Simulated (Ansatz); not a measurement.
# Ti2CF2 MXene monolayer in a perpendicular field

Wanted: the out-of-plane response of the Ti2CF2 MXene monolayer. A positive field points along +c.

Program: Ansatz 0.2.0. Level of theory: plane-wave DFT, PBE-D3(BJ), Ansatz PAW. Results are calculated unless marked as measured.

## Step 1: The structure

The cell holds 5 atoms: 2 F, 2 Ti and 1 C. Cell: a = 3.100 Å, b = 3.100 Å, c = 39.576 Å, α = 90.0°, β = 90.0°, γ = 120.0°. Vacuum lies along c.

## Step 2: Relaxation

The starting cell is a guess, so the in-plane lattice and the atoms are relaxed first, with the slab cut off from its images along the normal.

The input, input.yaml:

```yaml
crystal:
  lattice:
    - [3.10024, 0.0, 0.0]
    - [-1.55012, 2.6848865978, 0.0]
    - [0.0, 0.0, 39.5755009083]
  atoms:
    - { symbol: F, position: [0.3333333333, 0.6666666667, 0.4459829843] }
    - { symbol: Ti, position: [0.6666666667, 0.3333333333, 0.4690901674], spin: 1.0 }
    - { symbol: C, position: [0.0, 0.0, 0.5] }
    - { symbol: Ti, position: [0.3333333333, 0.6666666667, 0.5309098326], spin: 1.0 }
    - { symbol: F, position: [0.6666666667, 0.3333333333, 0.5540170157] }
  periodic: [true, true, false]
magnetization:
  spin_polarized: true
kpoints:
  mp_grid: { grid: [12, 12, 1] }
hamiltonian:
  xc: pbe
  dispersion: d3bj
scf:
  occupations: { method: fermi_dirac, width: 0.05 }
  convergence: { dr2_threshold: 1.0e-09 }
relax:
  f_tol: 0.004
  max_steps: 90
  cell: {}
output:
  write_potential: true
  write_density: true
  volumetric_format: npy
```

Started as:

```bash
$ ansatz run input.yaml --threads 4 --pin off --max-ram 6144MiB --backend cpu --events-out ev --progress --plain --runs-dir out
```

Numbers of over 12 decimals in the logs are rounded to 6 here.

Log:

```text
Warning: relax.cell: scf.convergence.dr2_threshold = 1e-9 eV is looser than the 2.45350694905e-10 eV advised for a relaxation that steers and ends on the stress (1e-10 eV for each atom of the cell: 5, times the square of relax.cell.stress_2d_tol = 0.05 N/m over 14.3 Å (the atoms' height at the walk's start and 5 Å past either face), 3.503e-2 GPa, over a crystal's default 0.05). What an SCF threshold leaves in a stress goes as its square root, and in the free energy as the threshold itself, and one threshold admits the most on a small cell: [figures from the program's tests cut] Set scf.convergence.dr2_threshold to 2.45350694905e-10 eV or tighter. [rest of the remark cut]
Engine: ansatz 0.2.0, x86_64-unknown-linux-gnu
Pseudopotentials: kind: paw
Pseudopotential: F, paw, valence charge 7, recommended cutoff 420 eV (normal), F.paw.azcp
Pseudopotential: Ti, paw, valence charge 12, recommended cutoff 420 eV (normal), Ti.paw.azcp
Pseudopotential: C, paw, valence charge 4, recommended cutoff 420 eV (normal), C.paw.azcp
Functional definition: PBE
  parameter kappa = 0.804
  parameter beta = 0.066725
  exchange = pbe_x(kappa = kappa, mu = beta*pi^2/3)
  correlation = pbe_c(beta = beta)
Crystal: 5 atoms, lattice volume = 329.418 Å³
Basis set: ecut = 420 eV, 6421 PW (Γ), exchange–correlation on 48×48×540 points (8 copies of the dense FFT grid, shifted against one another)
Bands: 27, of which v1, the nominal top of the filled ones, is band 21 counted from 1 (20 counted from 0)
Symmetry: 12 space group operations
Space group: P-3m1 (ITA 164), of the structure as read, at distance tolerance 6.9e-5 Å
Magnetic group: BNS 164.85 (UNI 1315), of the structure as read, at distance tolerance 6.9e-5 Å
k-points: 19 of 144
Non-local potential: F, projectors of the file, l = 0: 2, l = 1: 2, l = 2: 1
Non-local potential: Ti, projectors of the file, l = 0: 3, l = 1: 2, l = 2: 3, l = 3: 1
Non-local potential: C, projectors of the file, l = 0: 2, l = 1: 2, l = 2: 1
PAW form: soft (Blöchl's): semilocal exchange-correlation on the pseudo side does not see the compensation charge
PAW one-centre angular grid: F, 110 points (default); XC on 64 Gauss nodes
PAW one-centre angular grid: Ti, 590 points (default); XC on 64 Gauss nodes
PAW one-centre angular grid: C, 110 points (default); XC on 64 Gauss nodes
Initial density: superposition of atomic densities (neutral atoms: chi_scale 0, normalization atom)
Starting moments: Σ|m| = 2 μB on 2 of 5 sites
Initial wavefunctions: pseudopotential atomic-orbital guess
Functional: x = pbe(κ = 0.804, μ = 0.219515), c = pbe(β = 0.066725)
SCF iter   1: F=—  HF=-6878.511748 eV  |F-HF|=—  |Δ(HF+E_count)|=         —  Δρ=3.72e-2 (↑3.72e-2 ↓2.95e-2)  dr2=2.43e1  dr2_m=3.33e-1  M=0.901 μB ∫|m|=0.979 μB  β_m=0.30  ethr=3.10e-3  ⟨swp⟩=13.9  Hψ=7067  notcnv=0
Mixer restart at iter 1: flushing history
preconditioner: auto → Resta (q_TF=auto, 1.936 Å⁻¹)  ε∞=2.0  [insulator: Δε(μ)=0.179 eV  Ē_g=9.626 eV  σ=0.050 eV  W_gap=0.64  n_scr=24 (ndim 8)  ℏωp=9.6 eV  f_vac=0.803  D(μ)=1.29/eV (n_scr^D=10)  ε∞_Penn≈2.0  vacuum switching on, ρ_ref=6.7e-3 e/Å³]
spin=Collinear: Resta preconditioning applied to the charge; magnetization (m = ρ↑ − ρ↓) channel mixes plain (no charge-response kernel on spin).
SCF iter   2: F=—  HF=-6870.015773 eV  |F-HF|=—  |Δ(HF+E_count)|=    8.50e0  Δρ=1.28e-2 (↑1.28e-2 ↓1.22e-2)  dr2=1.91e0  dr2_m=1.82e-1  M=0.736 μB ∫|m|=0.865 μB  β_m=0.34  ethr=3.10e-3  ⟨swp⟩=5.4  Hψ=3441  notcnv=0  defer=17
preconditioner: auto → LDOS  [metal: Δε(μ)=0.021 eV  Ē_g=10.328 eV  σ=0.050 eV  W_gap=0.10  n_scr=24 (ndim 8)  ℏωp=9.6 eV  f_vac=0.807  D(μ)=2.02/eV (n_scr^D=12)]
spin=Collinear: LDOS preconditioning applied to the charge; magnetization (m = ρ↑ − ρ↓) channel mixes plain (no charge-response kernel on spin).
SCF iter   3: F=—  HF=-6871.521263 eV  |F-HF|=—  |Δ(HF+E_count)|=    1.51e0  Δρ=9.68e-3 (↑9.68e-3 ↓6.31e-3)  dr2=4.77e-1  dr2_m=1.12e-1  M=0.576 μB ∫|m|=0.699 μB  β_m=0.38  ethr=3.10e-3  ⟨swp⟩=3.7  Hψ=2351  notcnv=0  defer=17
SCF iter   4: F=—  HF=-6872.091799 eV  |F-HF|=—  |Δ(HF+E_count)|=   5.71e-1  Δρ=5.92e-3 (↑5.92e-3 ↓3.20e-3)  dr2=9.10e-2  dr2_m=4.28e-2  M=0.416 μB ∫|m|=0.525 μB  β_m=0.63  ethr=1.14e-3  ⟨swp⟩=4.7  Hψ=2337  notcnv=0  defer=15
SCF iter   5: F=—  HF=-6872.237004 eV  |F-HF|=—  |Δ(HF+E_count)|=         —  Δρ=2.99e-3 (↑2.99e-3 ↓2.61e-3)  dr2=7.72e-3  dr2_m=2.16e-2  M=0.104 μB ∫|m|=0.173 μB  β_m=0.63  ethr=2.17e-4  ⟨swp⟩=4.9  Hψ=2700  notcnv=0  defer=7
SCF iter   6: F=—  HF=-6872.247088 eV  |F-HF|=—  |Δ(HF+E_count)|=   1.01e-2  Δρ=1.54e-3 (↑7.17e-4 ↓1.54e-3)  dr2=6.03e-3  dr2_m=2.79e-3  M=0.059 μB ∫|m|=0.099 μB  β_m=0.75  ethr=1.84e-5  ⟨swp⟩=3.6  Hψ=2486  notcnv=0  defer=5
SCF iter   7: F=—  HF=-6872.247391 eV  |F-HF|=—  |Δ(HF+E_count)|=   3.03e-4  Δρ=6.93e-4 (↑3.07e-4 ↓6.93e-4)  dr2=2.31e-3  dr2_m=4.01e-4  M=0.025 μB ∫|m|=0.042 μB  β_m=0.66  ethr=1.43e-5  ⟨swp⟩=3.7  Hψ=2379  notcnv=0  defer=4
SCF iter   8: F=—  HF=-6872.248034 eV  |F-HF|=—  |Δ(HF+E_count)|=   6.43e-4  Δρ=1.82e-4 (↑1.25e-4 ↓1.82e-4)  dr2=8.60e-5  dr2_m=4.65e-5  M=0.011 μB ∫|m|=0.019 μB  β_m=0.83  ethr=5.49e-6  ⟨swp⟩=2.9  Hψ=1882  notcnv=0  defer=4
SCF iter   9: F=—  HF=-6872.248348 eV  |F-HF|=—  |Δ(HF+E_count)|=   3.14e-4  Δρ=1.06e-4 (↑1.06e-4 ↓5.94e-5)  dr2=7.16e-5  dr2_m=8.54e-6  M=0.003 μB ∫|m|=0.006 μB  β_m=0.67  ethr=2.05e-7  ⟨swp⟩=3.3  Hψ=2348  notcnv=0  defer=4
SCF iter  10: F=—  HF=-6872.248374 eV  |F-HF|=—  |Δ(HF+E_count)|=   2.62e-5  Δρ=2.97e-5 (↑2.97e-5 ↓2.36e-5)  dr2=1.25e-6  dr2_m=1.86e-6  M=0.002 μB ∫|m|=0.003 μB  β_m=0.82  ethr=1.70e-7  ⟨swp⟩=3.6  Hψ=2250  notcnv=0  defer=4
SCF iter  11: F=—  HF=-6872.248381 eV  |F-HF|=—  |Δ(HF+E_count)|=   7.20e-6  Δρ=8.59e-6 (↑8.59e-6 ↓6.85e-6)  dr2=5.99e-7  dr2_m=7.16e-8  M=0.000 μB ∫|m|=0.000 μB  β_m=0.76  ethr=2.99e-9  ⟨swp⟩=3.1  Hψ=2246  notcnv=0  defer=4
SCF iter  12: F=—  HF=-6872.248382 eV  |F-HF|=—  |Δ(HF+E_count)|=   1.37e-6  Δρ=1.41e-6 (↑1.41e-6 ↓9.70e-7)  dr2=5.02e-9  dr2_m=2.78e-9  M=-0.000 μB ∫|m|=0.000 μB  β_m=0.75  ethr=1.43e-9  ⟨swp⟩=3.2  Hψ=2151  notcnv=0  defer=4
SCF iter  13: F=—  HF=-6872.248382 eV  |F-HF|=—  |Δ(HF+E_count)|=   1.26e-7  Δρ=5.05e-7 (↑5.05e-7 ↓4.58e-7)  dr2=5.66e-10  dr2_m=5.68e-10  M=-0.000 μB ∫|m|=0.000 μB  β_m=0.80  ethr=1.19e-11  ⟨swp⟩=3.7  Hψ=2499  notcnv=0  defer=4
SCF iter  14: F=—  HF=-6872.248383 eV  |F-HF|=—  |Δ(HF+E_count)|=   1.08e-8  Δρ=1.40e-7 (↑1.40e-7 ↓1.09e-7)  dr2=3.24e-11  dr2_m=3.95e-11  M=0.000 μB ∫|m|=0.000 μB  β_m=0.86  ethr=1.35e-12  ⟨swp⟩=3.0  Hψ=2167  notcnv=0  defer=4
[...]
relax step   5: F+E_penalty+E_count = -6873.57376758 eV  Δ(F+E_penalty+E_count) = +9.127e-7 eV  max|allowed force component| = 4.441e-3 eV/Å  Δτ_max = 0.0029 Å  P = -0.026 N/m  Ω = 314.989 Å³  energy of the carried Pulay correction = +7.747e-3 eV  fix = [c, alpha, beta]  reactions: c -0.000 N/m  (8 SCF iters, accepted)
[...]
relax step   6: F+E_penalty+E_count = -6873.57377810 eV  Δ(F+E_penalty+E_count) = -1.052e-5 eV  max|allowed force component| = 2.614e-5 eV/Å  Δτ_max = 0.0006 Å  P = -0.000 N/m  Ω = 314.978 Å³  energy of the carried Pulay correction = +7.753e-3 eV  fix = [c, alpha, beta]  reactions: c -0.000 N/m  (6 SCF iters, accepted)
[...]
relax step   7: F+E_penalty+E_count = -6873.56751832 eV  Δ(F+E_penalty+E_count) = +6.260e-3 eV  max|allowed force component| = 8.740e-4 eV/Å  Δτ_max = 0.0000 Å  P = -0.153 N/m  Ω = 314.978 Å³  fix = [c, alpha, beta]  reactions: c -0.000 N/m  stress off target by 1.53e-1 N/m on what of the cell is left free  SCF on the basis re-selected at this cell (its energy is not comparable with the rows above)  (6 SCF iters)
[...]
relax step   8: F+E_penalty+E_count = -6873.56778937 eV  Δ(F+E_penalty+E_count) = -2.710e-4 eV  max|allowed force component| = 3.714e-5 eV/Å  Δτ_max = 0.0010 Å  P = +0.000 N/m  Ω = 314.600 Å³  energy of the carried Pulay correction = +2.259e-4 eV  fix = [c, alpha, beta]  reactions: c +0.000 N/m  (8 SCF iters, accepted)
iter 1 solved again at ethr=3.40e-8 eV; its pass at ethr=3.10e-3 eV (dr2=1.43e-5 eV) is discarded
SCF iter   1: F=—  HF=-6873.567555 eV  |F-HF|=—  |Δ(HF+E_count)|=         —  Δρ=2.20e-6 (↑2.20e-6 ↓2.19e-6)  dr2=8.48e-9  dr2_m=1.44e-11  M=0.000 μB ∫|m|=0.000 μB  β_m=0.65  ethr=3.40e-8  ⟨swp⟩=7.3  Hψ=12406  notcnv=0
preconditioner: auto → LDOS  [metal: Δε(μ)=0.067 eV  Ē_g=7.600 eV  σ=0.050 eV  W_gap=0.32  n_scr=20 (ndim 8)  ℏωp=9.8 eV  f_vac=0.812  D(μ)=2.23/eV (n_scr^D=14)]
spin=Collinear: LDOS preconditioning applied to the charge; magnetization (m = ρ↑ − ρ↓) channel mixes plain (no charge-response kernel on spin).
SCF iter   2: F=—  HF=-6873.567590 eV  |F-HF|=—  |Δ(HF+E_count)|=   3.49e-5  Δρ=7.30e-7 (↑7.30e-7 ↓7.30e-7)  dr2=2.47e-9  dr2_m=6.09e-12  M=0.000 μB ∫|m|=0.000 μB  β_m=0.50  ethr=2.02e-11  ⟨swp⟩=5.1  Hψ=3422  notcnv=0
SCF iter   3: F=—  HF=-6873.567590 eV  |F-HF|=—  |Δ(HF+E_count)|=   1.12e-9  Δρ=3.37e-7 (↑3.33e-7 ↓3.37e-7)  dr2=2.51e-10  dr2_m=3.47e-12  M=0.000 μB ∫|m|=0.000 μB  β_m=0.60  ethr=5.88e-12  ⟨swp⟩=2.9  Hψ=1693  notcnv=0
SCF iter   4: F=-6873.567590 eV  HF=-6873.567590 eV  |F-HF|=1.27e-10  |Δ(HF+E_count)|=  4.75e-10  Δρ=1.20e-7 (↑1.20e-7 ↓1.12e-7)  dr2=5.01e-11  dr2_m=6.44e-13  M=0.000 μB ∫|m|=0.000 μB  ethr=1.00e-12  ⟨swp⟩=11.2  Hψ=7882  notcnv=0
the starting moments were not kept: the SCF closed with an absolute magnetisation of 2.7e-6 μB, where they sum to 2 μB in size (2 sites). That is at most 0.1 of that sum. Measured as dr2_m measures the in/out step, that magnetisation stands 1.5e-12 eV from none, at or under the dr2_threshold of 1.0e-9 eV: it is no larger than a step whose dr2_m would equal this threshold.
SCF 9 converged in 4 iterations: F = -6873.567590 eV  dr2 = 5.01e-11
relax step   9: F+E_penalty+E_count = -6873.56759012 eV  Δ(F+E_penalty+E_count) = +1.993e-4 eV  max|allowed force component| = 3.058e-5 eV/Å  Δτ_max = 0.0000 Å  P = -0.004 N/m  Ω = 314.600 Å³  fix = [c, alpha, beta]  reactions: c -0.000 N/m  stress off target by 3.96e-3 N/m on what of the cell is left free  SCF on the basis re-selected at this cell (its energy is not comparable with the rows above)  (4 SCF iters)
basis re-selected at this cell: Δ(F+E_penalty+E_count) = +1.993e-4 eV, ΔP = -0.004 N/m vs the last step (what re-selecting the basis moved, of the pressure what is left beyond the Pulay correction that the steps carried, after the strain that the cell walked since its last selection, with what the two solves' SCF thresholds leave and, on support functions, any second-order correction that the steps lacked; it is no m [...]
WARN: The output density's exchange-correlation potential varies sharply where the density is thin. Do not read a vacuum level from v_tot or v_xc, or from such a field of the output density. On a cell that repeats whose density bears no net charge and no dipole along the vacuum's axis use v_es (v_loc + v_h of the components); under efield.dipole_correction with no amplitude use v_es + v_field, which holds any externa [...]
SCF converged after 4 iterations
Magnetization: 0.0000 μB (21.0000 up, 21.0000 down)
Absolute magnetization: 0.0000 μB (∫|ρ↑−ρ↓|, with the PAW one-centre terms)
Spin contamination: 0.0000 ħ² per cell (⟨S²⟩ above its minimum at these occupations)
Per-site moments (μB) at R_I (Å): [(2.182466217585492e-8, 0.888186), (7.858833520072557e-7, 0.861099), (-3.1974317280907994e-7, 0.861099), (7.858833520684958e-7, 0.861099), (2.1824662129431085e-8, 0.888186)]
Free energy (F): -6873.567590 eV
Harris-Foulkes:  -6873.567590 eV  (|F-HF|=1.27e-10)
Internal energy: -6873.550014 eV  (E = F + TS)
E sigma→0 (E₀):  -6873.558802 eV
Entropy (-TS):   -0.017576 eV (-3.515 meV/atom)
Fermi energy:    -4.769200 eV
--- Per-component energies (eV) ---
  E_band       = -1065.994327
  E_kinetic    = 1052.109100
  E_local      = -162435.599439  (includes V_loc(G=0)·N_el)
  E_nonlocal   = 187.143168
  E_hartree    = 80560.653621
  E_xc         = -405.906796
  E_vxc        = -512.511494  (∫ρ·V_xc dr)
  E_paw        = -2594.120831  (= ΣΔE_a)
  E_vpaw       = -478.447074  (= ΣTr[D̂ρ^β])
  E_aug_tail   = 0.004323  (compensation charges beyond the density's cutoff)
  E_ewald      = 76763.267918
  E_disp       = -1.101080  (pairwise vdW)
  E_smearing   = -0.017576  (= −TS)
  E_closure    = 0.000000  (closes the sum)
  Σ components = -6873.567590   (vs F -6873.567590, Δ=0.00e0)
--- Forces (eV/Å), atoms counted from 1 ---
  atom   1  F     -0.00000000    -0.00000000    -0.00000350
  atom   2  Ti     0.00000000     0.00000000    -0.00003058
  atom   3  C      0.00000000     0.00000000     0.00000000
  atom   4  Ti    -0.00000000    -0.00000000     0.00003058
  atom   5  F      0.00000000     0.00000000     0.00000350
  max |Σ_I F_I| component: 9.25e-18 eV/Å
--- 2D stress c σ (N/m, compression-positive) ---
       -0.003957      -0.000000       0.000000
       -0.000000      -0.003957      -0.000000
        0.000000      -0.000000      -0.000000
  P = ½ c Tr σ = -0.0040 N/m
--- Band table (eV; the first three rows and the last of 38) ---
  k-point 0 ↑: bands = [... 17 lower, -8.6715, -7.4451, -7.4451, -4.8180, -4.8180, -4.5914, -3.1915, -3.1915, ... 2 higher]
  k-point 1 ↑: bands = [... 17 lower, -8.6230, -7.6987, -7.4981, -4.9538, -4.6939, -4.5063, -3.2590, -3.1790, ... 2 higher]
  k-point 2 ↑: bands = [... 17 lower, -8.5417, -8.2512, -7.6093, -5.3389, -4.3615, -4.2385, -3.2956, -3.1724, ... 2 higher]
  k-point 18 ↓: bands = [... 17 lower, -9.2420, -9.2420, -8.2842, -4.3642, -3.7575, -3.7575, -2.7768, -2.7768, ... 2 higher]
  the weakly bound empty levels are not read free of the cell's end (no_gap_told)
--- Relaxed structure (7 steps of the walk, 7 accepted, 2 SCFs on fresh bases) ---
  F+E_penalty+E_count = -6873.56759012 eV   max|allowed force component| = 3.058e-5 eV/Å   (the final SCF, on the basis selected at the relaxed cell)
  cell:  # Å, volume = 314.6004 Å³
    - [3.029710, 0, 0]
    - [-1.514855, 2.623806, 0]
    - [0, 0, 39.5755009083]
  atoms:
    - { symbol: F, position: [0.333333, 0.666667, 0.439486] }
    - { symbol: Ti, position: [0.666667, 0.333333, 0.471212] }
    - { symbol: C, position: [0, 0, 0.500000] }
    - { symbol: Ti, position: [0.333333, 0.666667, 0.528788] }
    - { symbol: F, position: [0.666667, 0.333333, 0.560514] }
```

The job ended after 52 s (4 threads of Intel Xeon Platinum 8488C (Sapphire Rapids), shared host; peak memory 0.96 GiB).

Step by step:

| step | energy less that of the first step (eV) | largest force component (eV/Å) | volume (Å³) |
| --- | --- | --- | --- |
| 1 | 0.0000 | 4.8324 | 329.42 |
| 2 | -1.2297 | 1.2737 | 315.27 |
| 3 | -1.3192 | 0.1579 | 310.03 |
| 4 | -1.3254 | 0.0166 | 314.89 |
| 5 | -1.3254 | 0.0044 | 314.99 |
| 6 | -1.3254 | 0.0000 | 314.98 |
| 7* | -1.3191 | 0.0009 | 314.98 |
| 8 | -1.3194 | 0.0000 | 314.60 |
| 9* | -1.3192 | 0.0000 | 314.60 |

Relaxation steps marked * repeat the geometry before them on a plane-wave basis chosen anew for their cell, so energy and pressure can jump there.

The run keeps the 12 symmetry operations that it works with, so distortions that break them were not tested.

| cell as run | before | after | change |
| --- | --- | --- | --- |
| a (Å) | 3.100 | 3.030 | -2.3 % |
| b (Å) | 3.100 | 3.030 | -2.3 % |

The atoms that moved most (Å, along periodic axes as changes of fractional coordinates times the final cell, across vacuum about the mean position):

| atom | dx | dy | dz | length |
| --- | --- | --- | --- | --- |
| F1 | 0.000 | 0.000 | -0.257 | 0.257 |
| F5 | 0.000 | 0.000 | 0.257 | 0.257 |
| Ti4 | 0.000 | 0.000 | -0.084 | 0.084 |
| Ti2 | 0.000 | 0.000 | 0.084 | 0.084 |

The relaxed structure:

```xyz
5
Lattice="3.0297 0.0000 0.0000 -1.5149 2.6238 0.0000 0.0000 0.0000 39.5755" Properties=species:S:1:pos:R:3
F     0.0000    1.7492   17.3929
Ti    1.5149    0.8746   18.6485
C     0.0000    0.0000   19.7878
Ti    0.0000    1.7492   20.9270
F     1.5149    0.8746   22.1826
```

Numbers from this step:

- energy at zero smearing: -6873.5588 eV

The lattice constant a goes from 3.100 to 3.030 Å.

(Part 1 of 4 ends here.)

[Logs are printed without paths, hosts, clocks, repeated set-up lines and the standing remarks that a program may print on its own settings, such as how far it seeks lower states.]

[Hosts, paths, dates, database ids (printed as entryN), source tags and the programs' standing remarks are cut or masked in the printed files.]

[Maps of the electrostatic potential energy from Ansatz leave out the sawtooth potential of an applied field or a dipole correction, so their vacuum need not be flat; planar profiles and work functions include it.]
